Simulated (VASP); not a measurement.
# CsH (Pm-3m) in VASP: single point with HSE06

Aim: the single point of CsH with HSE06.

Everything below comes from runs of VASP 6.6.1. Logs are shortened: lines on timing, memory, paths and dates and some standing lists are left out, and cuts for length are marked.

### 1 The structure

Symmetry: Pm-3m, No. 221, cubic system. Conventional cell: a = 3.813 Å, b = 3.813 Å, c = 3.813 Å, α = 90.00°, β = 90.00°, γ = 90.00°. Cs (site symmetry m-3m) is surrounded by 8 H at 3.30 Å. Around H (site symmetry m-3m) lie 8 Cs at 3.30 Å.

The cell was built by a generator and needn't be a form met in nature.

### 2 Single point, HSE06

POSCAR reads:

```
CsH
1.0
    3.8130897866      0.0000000000      0.0000000000
    0.0000000000      3.8130897866      0.0000000000
    0.0000000000      0.0000000000      3.8130897866
Cs H
1 1
Direct
    0.0000000000      0.0000000000      0.0000000000
    0.5000000000      0.5000000000      0.5000000000
```

INCAR.step1 reads:

```
PREC     = Accurate       # precision mode
ENCUT    = 520            # plane-wave cutoff, eV
EDIFF    = 1E-5           # SCF threshold, eV
ISMEAR   = 0              # smearing method
SIGMA    = 0.01           # smearing width, eV
LREAL    = False          # projectors in reciprocal space
LASPH    = True           # aspherical terms in the spheres
NELM     = 100            # most SCF steps
ALGO     = Normal         # electronic algorithm
ISIF     = 2              # what is computed and relaxed
LWAVE    = True           # write WAVECAR
GGA      = PE             # functional
NBANDS   = 12             # bands
```

INCAR.step2 reads:

```
PREC     = Accurate       # precision mode
ENCUT    = 520            # plane-wave cutoff, eV
EDIFF    = 1E-6           # SCF threshold, eV
ISMEAR   = 0              # smearing method
SIGMA    = 0.01           # smearing width, eV
LREAL    = False          # projectors in reciprocal space
LASPH    = True           # aspherical terms in the spheres
NELM     = 100            # most SCF steps
ALGO     = Normal         # electronic algorithm
ISIF     = 2              # what is computed and relaxed
LWAVE    = False          # write WAVECAR
LCHARG   = True           # write CHGCAR
GGA      = PE             # functional
LHFCALC  = True           # exact exchange
HFSCREEN = 0.2079         # screening, 1/A
PRECFOCK = Normal       
LELF     = True           # ELF
LVHAR    = True         
ISTART   = 1            
NBANDS   = 12             # bands
```

KPOINTS reads:

```
regular mesh
0
Gamma
  4 4 4
```

Potentials or basis: VASP PAW PBE potentials, release 64 (Cs_sv, H).

The run is started by

```bash
cat potpaw_PBE.64/Cs_sv/POTCAR potpaw_PBE.64/H/POTCAR > POTCAR
cp INCAR.step1 INCAR
mpirun -np 1 vasp_std > vasp.out
cp INCAR.step2 INCAR
mpirun -np 1 vasp_std > vasp.out
```

OUTCAR:

```text
PREC = Accurate
   ENCUT = 520
   EDIFF = 1E-6
   ISMEAR = 0
   LREAL = False
   LASPH = True
   NELM = 100
   ISIF = 2
   GGA = PE
   LHFCALC = True
   HFSCREEN = 0.2079
   PRECFOCK = Normal
   ISTART = 1

 ion  position               nearest neighbor table
   1  0.000  0.000  0.000-
   2  0.500  0.500  0.500-

  LATTYP: Found a simple cubic cell.
 ALAT       =     3.8130897866

  Lattice vectors:

 A1 = (   3.8130897866,   0.0000000000,   0.0000000000)
 A2 = (   0.0000000000,   3.8130897866,   0.0000000000)
 A3 = (   0.0000000000,   0.0000000000,   3.8130897866)

Analysis of symmetry for initial positions (statically):
=====================================================================
 Subroutine PRICEL returns:
 Original cell was already a primitive cell.

 Routine SETGRP: Setting up the symmetry group for a
 simple cubic supercell.

 Subroutine GETGRP returns: Found 48 space group operations
 (whereof 48 operations were pure point group operations)
 out of a pool of 48 trial point group operations.

The static configuration has the point symmetry O_h .

Analysis of symmetry for dynamics (positions and initial velocities):
=====================================================================
 Subroutine PRICEL returns:
 Original cell was already a primitive cell.

 Routine SETGRP: Setting up the symmetry group for a
 simple cubic supercell.

 Subroutine GETGRP returns: Found 48 space group operations
 (whereof 48 operations were pure point group operations)
 out of a pool of 48 trial point group operations.

The dynamic configuration has the point symmetry O_h .

 Subroutine INISYM returns: Found 48 space group operations
 (whereof 48 operations are pure point group operations),
 and found     1 'primitive' translations

----------------------------------------------------------------------------------------

                                     Primitive cell

  volume of cell :      55.4410

  direct lattice vectors                    reciprocal lattice vectors
     3.813089787  0.000000000  0.000000000     0.262254512  0.000000000  0.000000000
     0.000000000  3.813089787  0.000000000     0.000000000  0.262254512  0.000000000
     0.000000000  0.000000000  3.813089787     0.000000000  0.000000000  0.262254512

  length of vectors
     3.813089787  3.813089787  3.813089787     0.262254512  0.262254512  0.262254512

  position of ions in fractional coordinates (direct lattice)
     0.000000000  0.000000000  0.000000000
     0.500000000  0.500000000  0.500000000

  ion indices of the primitive-cell ions
   primitive index   ion index
                 1           1
                 2           2

----------------------------------------------------------------------------------------

 KPOINTS: regular mesh

Automatic generation of k-mesh.
 Grid dimensions read from file:
 generate k-points for:    4    4    4

 Generating k-lattice:

  Cartesian coordinates                     Fractional coordinates (reciprocal lattice)
     0.065563628  0.000000000  0.000000000     0.250000000  0.000000000  0.000000000
     0.000000000  0.065563628  0.000000000     0.000000000  0.250000000  0.000000000
     0.000000000  0.000000000  0.065563628     0.000000000  0.000000000  0.250000000

  Length of vectors
     0.065563628  0.065563628  0.065563628

  Shift w.r.t. Gamma in fractional coordinates (k-lattice)
     0.000000000  0.000000000  0.000000000

 Subroutine IBZKPT returns following result:
 ===========================================

 Found     10 irreducible k-points:

 Following reciprocal coordinates:
            Coordinates               Weight
  0.000000  0.000000  0.000000      1.000000
  0.250000  0.000000  0.000000      6.000000
  0.500000  0.000000  0.000000      3.000000
  0.250000  0.250000  0.000000     12.000000
  0.500000  0.250000  0.000000     12.000000
  0.500000  0.500000  0.000000      3.000000
  0.250000  0.250000  0.250000      8.000000
  0.500000  0.250000  0.250000     12.000000
  0.500000  0.500000  0.250000      6.000000
  0.500000  0.500000  0.500000      1.000000
   k-points           NKPTS =     10   k-points in BZ     NKDIM =     64   number of bands    NBANDS=     12
   number of dos      NEDOS =    301   number of ions     NIONS =      2
   total plane-waves  NPLWV =  21952
   dimension x,y,z NGX =    28 NGY =   28 NGZ =   28
   dimension x,y,z NGXF=    56 NGYF=   56 NGZF=   56
   ions per type =               1   1
   NGX,Y,Z   is equivalent  to a cutoff of  12.21, 12.21, 12.21 a.u.
   NGXF,Y,Z  is equivalent  to a cutoff of  24.42, 24.42, 24.42 a.u.
 SYSTEM =  unknown system
   PREC   = accura    normal or accurate (medium, high low for compatibility)
   ISTART =      1    job   : 0-new  1-cont  2-samecut
   ICHARG =      0    charge: 1-file 2-atom 10-const
   ISPIN  =      1    spin polarized calculation?
   LNONCOLLINEAR =      F non collinear calculations
   LSORBIT =      F    spin-orbit coupling
   LASPH  =      T    aspherical Exc in radial PAW
   ENCUT  =  520.0 eV  38.22 Ry    6.18 a.u.   7.09  7.09  7.09*2*pi/ulx,y,z
   NELM   =    100;   NELMIN=  2; NELMDL=  0     # of ELM steps
   EDIFF  = 0.1E-05   stopping-criterion for ELM
   LREAL  =      F    real-space projection
   EDIFFG = 0.1E-04   stopping-criterion for IOM
   NSW    =      0    number of steps for IOM
   IBRION =     -1    ionic relax: 0-MD 1-quasi-New 2-CG
   NFREE  =      0    steps in history (QN), initial steepest desc. (CG)
   ISIF   =      2    stress and relaxation
   ISYM   =      3    0-nonsym 1-usesym 2-fastsym
   POTIM  = 0.5000    time-step for ionic-motion
   TEBEG  =    0.0;   TEEND  =   0.0 temperature during run
   PSTRESS=    0.0 pullay stress
   NELECT =      10.0000    total number of electrons
   NUPDOWN=      -1.0000    fix difference up-down
   EMIN   =  10.00;   EMAX   =-10.00  energy-range for DOS
   EFERMI =   0.00;   METHOD = LEGACY
   ISMEAR =     0;   SIGMA  =   0.01  broadening in eV -4-tet -1-fermi 0-gaus
   EFERMI_NEDOS =   21; number of points for ismear=-14 and -15
   IALGO  =     38    algorithm
   IMIX   =      1    mixing-type and parameters
     AMIX     =   0.40;   BMIX     =  1.00
     AMIX_MAG =   1.60;   BMIX_MAG =  1.00
  volume/ion in A,a.u.               =      27.72       187.07
  Fermi-wavevector in a.u.,A,eV,Ry     =   0.924977  1.747954 11.640917  0.855583
  Thomas-Fermi vector in A             =   2.050782
   LORBIT       =      0    0 simple, 1 ext, 2 COOP (PROOUT), +10 PAW based schemes
   GGA     = PE    functional components
   LHFCALC =     T    Hartree Fock is set to
   PRECFOCK=normal    Normal, Fast or Accurate (Low or Medium for compatibility)
   ENCUT4O =  -1.0   cutoff for four orbital integrals eV
   NKREDX  =     1    reduce k-point grid by
   NKREDY  =     1    reduce k-point grid by
   NKREDZ  =     1    reduce k-point grid by
   AEXX    =    0.2500 exact exchange contribution
   HFSCREEN=    0.2079 screening length (either q_TF or 0.3 A-1)
   HFSCREENC=   0.2079 screening length for correlation (either q_TF or 0.3 A-1)
   ENCUTFOCK=  -1.0 apply spherical cutoff to Coloumb kernel
   IVDW    =     0    specifies the selected vdW correction
   LEPSILON=     F    determine dielectric tensor
   LRPA    =     F    only Hartree local field effects (RPA)
 non-spin polarized calculation
 Gauss-broadening in eV      SIGMA  =   0.01
  energy-cutoff  :      520.00
  volume of cell :       55.44
 maximum number of plane-waves:      1510
  NGX = 24; NGY = 24; NGZ = 24

 number of electron      10.0000001 magnetization

 Free energy of the ion-electron system (eV)
  ---------------------------------------------------
  ext. energy  EPLUGINS =         0.00000000
  ---------------------------------------------------
  free energy    TOTEN  =        -5.10887063 eV

  energy without entropy =       -5.10887063  energy(sigma->0) =       -5.10887063

 E-fermi :   0.1605     XC(G=0):  -6.6815

 val. band max:        0.0953757636   @ k =   0.5000   0.5000   0.5000
 cond. band min:       3.6800329742   @ k =   0.5000   0.0000   0.0000
 fundamental gap:      3.5846572106
 Fermi energy:         0.1604760753

 k-point     1 :       0.0000    0.0000    0.0000
  band No.  band energies     occupation
      1     -23.2777      2.00000
      2      -8.2860      2.00000
      3      -8.2860      2.00000
      4      -8.2860      2.00000
      5      -2.0456      2.00000
      6       4.4696      0.00000
      7       4.4696      0.00000
      8       8.5355      0.00000
      9      10.8828      0.00000
     10      10.8828      0.00000
     11      10.8828      0.00000
     12      11.6955      0.00000

 k-point     2 :       0.2500    0.0000    0.0000
  band No.  band energies     occupation
      1     -23.1921      2.00000
      2      -9.1913      2.00000
      3      -8.2052      2.00000
      4      -8.2052      2.00000
      5      -1.1842      2.00000
      6       4.8340      0.00000
      7       4.8755      0.00000
      8       8.2619      0.00000
      9       8.4291      0.00000
     10       8.4291      0.00000
     11      11.1056      0.00000
     12      12.5743      0.00000

 k-point     3 :       0.5000    0.0000    0.0000
  band No.  band energies     occupation
      1     -23.1033      2.00000
      2      -9.9298      2.00000
      3      -8.1218      2.00000
      4      -8.1218      2.00000
      5      -0.2097      2.00000
      6       3.6800      0.00000
      7       5.3052      0.00000
      8       7.3039      0.00000
      9       7.3039      0.00000
     10      10.8560      0.00000
     11      11.3593      0.00000
     12      11.9384      0.00000
[... 76 lines left out ...]
 k-point     9 :       0.5000    0.5000    0.2500
  band No.  band energies     occupation
      1     -22.8615      2.00000
      2      -9.4475      2.00000
      3      -9.4475      2.00000
      4      -8.6959      2.00000
      5      -0.7075      2.00000
      6       4.9519      0.00000
      7       4.9519      0.00000
      8       5.4935      0.00000
      9       8.0234      0.00000
     10      11.6816      0.00000
     11      11.6816      0.00000
     12      13.2209      0.00000

 k-point    10 :       0.5000    0.5000    0.5000
  band No.  band energies     occupation
      1     -22.7812      2.00000
      2      -9.3258      2.00000
      3      -9.3258      2.00000
      4      -9.3258      2.00000
      5       0.0954      2.00000
      6       3.7242      0.00000
      7       3.7242      0.00000
      8       3.7242      0.00000
      9      13.0654      0.00000
     10      13.0654      0.00000
     11      13.0656      0.00000
     12      13.3838      0.00000

------------------------ aborting loop because EDIFF is reached ----------------------------------------

  FORCE on cell =-STRESS in cart. coord.  units (eV):
  Direction    XX          YY          ZZ          XY          YZ          ZX
  --------------------------------------------------------------------------------------
  -------------------------------------------------------------------------------------
  Total        0.0666183      0.0666183      0.0666183      0.0000000     -0.0000000     -0.0000000
  in kB        1.9251875      1.9251875      1.9251875      0.0000000     -0.0000000     -0.0000000
  external PRESSURE =       1.9251875 kB  Pullay stress =       0.0000000 kB

 VOLUME and BASIS-vectors are now :
 -----------------------------------------------------------------------------
  energy-cutoff  :      520.00
  volume of cell :       55.44
      direct lattice vectors                 reciprocal lattice vectors
     3.813089787  0.000000000  0.000000000     0.262254512  0.000000000  0.000000000
     0.000000000  3.813089787  0.000000000     0.000000000  0.262254512  0.000000000
     0.000000000  0.000000000  3.813089787     0.000000000  0.000000000  0.262254512

 POSITION                                       TOTAL-FORCE (eV/Angst)
 -----------------------------------------------------------------------------------
      0.00000      0.00000      0.00000         0.000000      0.000000      0.000000
      1.90654      1.90654      1.90654         0.000000      0.000000      0.000000
 -----------------------------------------------------------------------------------
    total drift:                                0.000000     -0.000001      0.000000

  FREE ENERGIE OF THE ION-ELECTRON SYSTEM (eV)
  ---------------------------------------------------
  free  energy   TOTEN  =        -5.1088706324 eV

  energy  without entropy=       -5.1088706324  energy(sigma->0) =       -5.10887063
```

Run time: 89 s. Hardware: 1 thread of Intel Xeon Platinum 8488C (Sapphire Rapids), shared host; peak memory 0.25 GiB.

Results:

| Item | Value |
| --- | --- |
| Free energy | -5.1089 eV |
| Pressure | 0.2 GPa |
| Band gap on the k mesh | 3.58 eV, indirect (least direct gap 3.63 eV) |

Levels at points of the mesh, in eV from the valence-band top:
```
           k point  band 1  band 2  band 3  band 4  band 5  band 6  band 7  band 8  band 9  band 10
(0.00, 0.00, 0.00)  -23.37   -8.38   -8.38   -8.38   -2.14    4.37    4.37    8.44   10.79    10.79
(0.50, 0.00, 0.00)  -23.20  -10.03   -8.22   -8.22   -0.31    3.58    5.21    7.21    7.21    10.76
(0.50, 0.50, 0.00)  -23.03   -9.66   -9.66   -8.07   -1.33    5.52    7.48    7.86    7.86     8.22
(0.50, 0.50, 0.50)  -22.88   -9.42   -9.42   -9.42    0.00    3.63    3.63    3.63   12.97    12.97
```

Caveat: the PAW data sets were made with another functional, which shifts forces and pressure a little; spin-orbit coupling is left out, which moves the levels of the heavy elements.
